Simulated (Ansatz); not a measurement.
# Ti (P6/mmm), axial (c/a) deformation path

All numbers below come from Ansatz, DFT PBEsol, scalar-relativistic, plane waves, PAW. Settings: plane waves to 420 eV, k-mesh 12×12×18 (Γ-centred), Gaussian smearing 0.15 eV. No spin polarisation. Energies are free energies at this smearing, counted from the undisturbed cell; pressure is positive in compression.

The undisturbed cell (relaxed at this level; this form isn't the usual structure):

```
CELL_PARAMETERS angstrom
4.51529 0.00000 0.00000
-2.25765 3.91036 0.00000
0.00000 0.00000 2.79879
ATOMIC_POSITIONS crystal
Ti 0.00000 0.00000 0.00000
Ti 0.33333 0.66667 0.50000
Ti 0.66667 0.33333 0.50000
```

At fixed volume and fractional coordinates, lengths along (0.000, 0.000, 1.000) are scaled against those across it; ρ is that ratio over its starting value. The cell is metallic on the mesh throughout.

| ρ | ΔE (meV/atom) |
| --- | --- |
| 0.800 | 131.6 |
| 0.850 | 109.4 |
| 0.920 | 47.0 |
| 0.960 | 11.6 |
| 1.000 | 0.0 |
| 1.050 | 15.1 |
| 1.100 | 55.8 |
| 1.200 | 173.7 |
| 1.300 | 299.5 |

**Question.** Predict the pressure (GPa) at each point.

**Answer.**
```
    ρ  pressure (GPa)
0.800             0.7
0.850             0.6
0.920             0.7
0.960             0.3
1.000             0.0
1.050            -0.1
1.100            -0.1
1.200             0.2
1.300             0.6
```

Cost: 9 runs of about 1.2 core-minutes in all, on Intel Xeon Platinum 8488C (Sapphire Rapids) (shared hosts).